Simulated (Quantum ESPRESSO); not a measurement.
# ZrB2 (P6/mmm) in Quantum ESPRESSO: notebook, part 2 of 3

Quantum ESPRESSO 7.5. Earlier steps stand in the parts before.

## 3. Energy-loss spectrum, LDA

File pw.in:

```
&CONTROL
  calculation = 'scf'
  prefix = 'pwscf'
  outdir = './tmp'
  pseudo_dir = './pseudo'
  tprnfor = .true.
  tstress = .true.
  disk_io = 'low'
/
&SYSTEM
  ibrav = 0
  celldm(1) = 8
  nat = 3
  ntyp = 2
  ecutwfc = 76
  nbnd = 15
  occupations = 'smearing'
  smearing = 'mp'
  degauss = 0.00999582
/
&ELECTRONS
  conv_thr = 6d-10
  electron_maxstep = 120
  mixing_beta = 0.5
/
ATOMIC_SPECIES
Zr    91.2240 Zr.upf
B     10.8100 B.upf
CELL_PARAMETERS alat
  0.7488039768830   0.0000000000000   0.0000000000000
 -0.3744019884415   0.6484832664362   0.0000000000000
  0.0000000000000   0.0000000000000   0.8345502997879
ATOMIC_POSITIONS crystal
Zr     0.0000000000    0.0000000000    0.0000000000
B      0.6666666667    0.3333333333    0.5000000000
B      0.3333333333    0.6666666667    0.5000000000
K_POINTS automatic
8 8 6 0 0 1
```

File scf2.in:

```
&CONTROL
  calculation = 'scf'
  prefix = 'pwscf'
  outdir = './tmp'
  pseudo_dir = './pseudo'
  tprnfor = .true.
  tstress = .true.
  disk_io = 'low'
/
&SYSTEM
  ibrav = 0
  celldm(1) = 8
  nat = 3
  ntyp = 2
  ecutwfc = 76
  nbnd = 15
  occupations = 'smearing'
  smearing = 'mp'
  degauss = 0.00999582
/
&ELECTRONS
  conv_thr = 1d-11
  electron_maxstep = 120
  mixing_beta = 0.5
  startingpot = 'file'
  startingwfc = 'file'
/
ATOMIC_SPECIES
Zr    91.2240 Zr.upf
B     10.8100 B.upf
CELL_PARAMETERS alat
  0.7488039768830   0.0000000000000   0.0000000000000
 -0.3744019884415   0.6484832664362   0.0000000000000
  0.0000000000000   0.0000000000000   0.8345502997879
ATOMIC_POSITIONS crystal
Zr     0.0000000000    0.0000000000    0.0000000000
B      0.6666666667    0.3333333333    0.5000000000
B      0.3333333333    0.6666666667    0.5000000000
K_POINTS automatic
8 8 6 0 0 1
```

File eels.in:

```
&LR_INPUT
  prefix = 'pwscf'
  outdir = './tmp'
  restart_step = 5000
  restart = .false.
/
&LR_CONTROL
  calculator = 'lanczos'
  approximation = 'RPA_with_CLFE'
  q1 = 0.6737693511
  q2 = 0
  q3 = 0
  itermax = 200
/
```

File spectrum.in:

```
&LR_INPUT
  prefix = 'pwscf'
  outdir = './tmp'
  eels = .true.
  itermax0 = 200
  itermax = 20000
  extrapolation = 'osc'
  epsil = 0.03
  units = 1
  start = 0
  end = 40
  increment = 0.2
/
```

File spectrum_short.in:

```
&LR_INPUT
  prefix = 'pwscf'
  outdir = './tmp'
  eels = .true.
  itermax0 = 132
  itermax = 20000
  extrapolation = 'osc'
  epsil = 0.03
  units = 1
  start = 0
  end = 40
  increment = 0.2
/
```

Potentials or basis: PseudoDojo 0.4.1 SR LDA standard.

Started as:

```sh
OMP_NUM_THREADS=1 pw.x -in pw.in > pw.out
OMP_NUM_THREADS=1 pw.x -in scf2.in > scf2.out
OMP_NUM_THREADS=1 turbo_eels.x -in eels.in > eels.out
OMP_NUM_THREADS=1 turbo_spectrum.x -in spectrum.in > spectrum.out
OMP_NUM_THREADS=1 turbo_spectrum.x -in spectrum_short.in > spectrum_short.out
```

pw.out:

```text
This program is part of the open-source Quantum ESPRESSO suite
     for quantum simulation of materials; please cite
[... 9 lines left out ...]
     --------------------
     sticks:   dense  smooth     PW     G-vecs:    dense   smooth      PW
     Sum         745     745    223                18541    18541    2967

     Using Slab Decomposition

     bravais-lattice index     =            0
     lattice parameter (alat)  =       8.0000  a.u.
     unit-cell volume          =     207.4863 (a.u.)^3
     number of atoms/cell      =            3
     number of atomic types    =            2
     number of electrons       =        18.00
     number of Kohn-Sham states=           15
     kinetic-energy cutoff     =      76.0000  Ry
     charge density cutoff     =     304.0000  Ry
     scf convergence threshold =      6.0E-10
     mixing beta               =       0.5000
     number of iterations used =            8  plain     mixing
     Exchange-correlation= SLA  PW   NOGX NOGC
                           (   1   4   0   0   0   0   0)

     celldm(1)=   8.000000  celldm(2)=   0.000000  celldm(3)=   0.000000
     celldm(4)=   0.000000  celldm(5)=   0.000000  celldm(6)=   0.000000

     crystal axes: (cart. coord. in units of alat)
               a(1) = (   0.748804   0.000000   0.000000 )
               a(2) = (  -0.374402   0.648483   0.000000 )
               a(3) = (   0.000000   0.000000   0.834550 )

     reciprocal axes: (cart. coord. in units 2 pi/alat)
               b(1) = (  1.335463  0.771030 -0.000000 )
               b(2) = (  0.000000  1.542060  0.000000 )
               b(3) = (  0.000000 -0.000000  1.198250 )

     PseudoPot. # 1 for Zr read from file:
     Zr.upf
     Pseudo is Norm-conserving + core correction, Zval = 12.0
     Generated using ONCVPSP code by D. R. Hamann
     Using radial grid of 1584 points,  6 beta functions with:
                l(1) =   0
                l(2) =   0
                l(3) =   1
                l(4) =   1
                l(5) =   2
                l(6) =   2

     PseudoPot. # 2 for B  read from file:
     B.upf
     Pseudo is Norm-conserving + core correction, Zval =  3.0
     Generated using ONCVPSP code by D. R. Hamann
     Using radial grid of 1498 points,  4 beta functions with:
                l(1) =   0
                l(2) =   0
                l(3) =   1
                l(4) =   1

     atomic species   valence    mass     pseudopotential
     Zr               12.00    91.22400     Zr( 1.00)
     B                 3.00    10.81000     B ( 1.00)

     24 Sym. Ops., with inversion, found

   Cartesian axes

     site n.     atom                  positions (alat units)
         1        Zr     tau(   1) = (   0.0000000   0.0000000   0.0000000  )
         2        B      tau(   2) = (   0.3744020   0.2161611   0.4172751  )
         3        B      tau(   3) = (  -0.0000000   0.4323222   0.4172751  )

     number of k points=    30  Methfessel-Paxton smearing, width (Ry)=  0.0100
                       cart. coord. in units 2pi/alat
        k(    1) = (   0.0000000   0.0000000   0.0998542), wk =   0.0104167
        k(    2) = (   0.0000000   0.0000000   0.2995625), wk =   0.0104167
        k(    3) = (   0.0000000   0.0000000   0.4992709), wk =   0.0104167
        k(    4) = (   0.0000000   0.1927575   0.0998542), wk =   0.0625000
        k(    5) = (   0.0000000   0.1927575   0.2995625), wk =   0.0625000
        k(    6) = (   0.0000000   0.1927575   0.4992709), wk =   0.0625000
[... 22 lines left out ...]
        k(   29) = (   0.3338657   0.7710299   0.2995625), wk =   0.0625000
        k(   30) = (   0.3338657   0.7710299   0.4992709), wk =   0.0625000

     Dense  grid:    18541 G-vectors     FFT dimensions: (  36,  36,  40)

     Initial potential from superposition of free atoms

     starting charge      17.9976, renormalised to      18.0000
     Starting wfcs are   18 randomized atomic wfcs

     Self-consistent Calculation

     iteration #  1     ecut=    76.00 Ry     beta= 0.50
     Davidson diagonalization with overlap
     ethr =  1.00E-02,  avg # of iterations =  2.7

     total energy              =    -113.35077479 Ry
     estimated scf accuracy    <       0.26803779 Ry
[... 43 lines left out ...]
     iteration #  8     ecut=    76.00 Ry     beta= 0.50
     Davidson diagonalization with overlap
     ethr =  2.51E-11,  avg # of iterations =  2.0

     End of self-consistent calculation

          k = 0.0000 0.0000 0.0999 (  2335 PWs)   bands (ev):

   -32.8919 -11.1712 -10.5665 -10.5665   3.1177  12.2672  13.0431  13.0431
    14.0117  18.4421  18.4421  19.5399  19.5399  20.6419  21.4737
[... 53 lines left out ...]
   -32.7758 -11.3298 -11.2826 -10.7189   5.6318   9.1614  11.3435  11.5178
    13.4220  18.2262  19.6837  20.1360  21.3694  22.2322  24.1210

          k = 0.0000-0.7710 0.0999 (  2318 PWs)   bands (ev):

   -32.7742 -11.5100 -10.9903 -10.7816   6.8150   7.1226  11.8832  12.4161
    12.9267  17.6159  18.1584  20.5480  20.9228  22.1795  23.3872

          k = 0.0000-0.7710 0.2996 (  2330 PWs)   bands (ev):

   -32.7664 -11.4826 -11.1206 -10.7650   6.4246   7.5300  11.6537  12.6208
    12.7917  17.1771  19.7759  20.7041  21.8766  22.0316  23.5536

          k = 0.0000-0.7710 0.4993 (  2324 PWs)   bands (ev):

   -32.7585 -11.4549 -11.2472 -10.7483   5.8819   8.5038  11.0765  11.7089
    13.5438  18.4272  20.7407  20.8742  21.6630  21.8798  23.5957

          k = 0.1669 0.2891 0.0999 (  2344 PWs)   bands (ev):
[... 71 lines left out ...]
   -32.7464 -11.2913 -11.2222 -11.0444   6.5281   7.5975  10.5951  12.6721
    13.1331  19.4701  20.9430  21.1356  22.2635  22.3693  22.9790

     the Fermi energy is    15.5212 ev

!    total energy              =    -113.43660129 Ry
     estimated scf accuracy    <          3.0E-10 Ry
     smearing contrib. (-TS)   =      -0.00007824 Ry
     internal energy E=F+TS    =    -113.43652306 Ry

     The total energy is F=E-TS. E is the sum of the following terms:
     one-electron contribution =      -4.20226558 Ry
     hartree contribution      =      12.42699287 Ry
     xc contribution           =     -25.07046238 Ry
     ewald contribution        =     -96.59078797 Ry

     convergence has been achieved in   8 iterations

     Forces acting on atoms (cartesian axes, Ry/au):

     atom    1 type  1   force =    -0.00000000    0.00000000    0.00000000
     atom    2 type  2   force =    -0.00000000   -0.00000000    0.00000000
     atom    3 type  2   force =     0.00000000    0.00000000   -0.00000000

     Total force =     0.000000     Total SCF correction =     0.000000

     Computing stress (Cartesian axis) and pressure

          total   stress  (Ry/bohr**3)                   (kbar)     P=      -86.94
  -0.00058302   0.00000000   0.00000000          -85.76        0.00        0.00
   0.00000000  -0.00058302   0.00000000            0.00      -85.76        0.00
   0.00000000  -0.00000000  -0.00060689            0.00       -0.00      -89.28

=------------------------------------------------------------------------------=
   JOB DONE.
=------------------------------------------------------------------------------=
```

eels.out:

```text
This program is part of the open-source Quantum ESPRESSO suite
     for quantum simulation of materials; please cite
         "P. Giannozzi et al., J. Phys.:Condens. Matter 21 395502 (2009);
         "P. Giannozzi et al., J. Phys.:Condens. Matter 29 465901 (2017);
         "P. Giannozzi et al., J. Chem. Phys. 152 154105 (2020);
     in publications or presentations arising from this work. More details at

[... 355 lines left out ...]
     gamma(00000200)= 39.226774
     z1=       1 -0.201994623998284E-01  0.146430981444476E-16
     End of Lanczos iterations

     Finished linear response calculation...

     US routines

     EELS routines

=------------------------------------------------------------------------------=
   JOB DONE.
=------------------------------------------------------------------------------=
```

It took 14 min on 1 thread of Intel Xeon at 2.50GHz (Skylake/Cascade Lake), shared host; peak memory 0.66 GiB.

What came out:

```yaml
Free_energy: -1543.3836 eV
Pressure: -8.7 GPa
Band_gap_on_the_k_mesh: none (metal or under the smearing width)
Peak_of_the_energy-loss_function: 23.6 eV
```

Energy-loss function at q = [1.0, 0.0, 0.0] (Å⁻¹, cartesian):
```csv
energy (eV),loss
0.0,0.000
1.8,0.003
3.4,0.007
5.2,0.025
7.0,0.066
8.6,0.101
10.4,0.148
12.2,0.209
13.8,0.283
15.6,0.398
17.4,0.567
19.0,0.784
20.8,1.109
22.4,1.383
24.2,1.432
26.0,1.169
27.6,0.896
29.4,0.681
31.2,0.569
32.8,0.535
34.6,0.562
36.4,0.656
38.0,0.794
39.8,0.962
```

Caveat: the k mesh is coarse; the Lanczos chain is short for so many electrons, so humps in the spectrum may be artefacts.

[end of part 2 of 3]
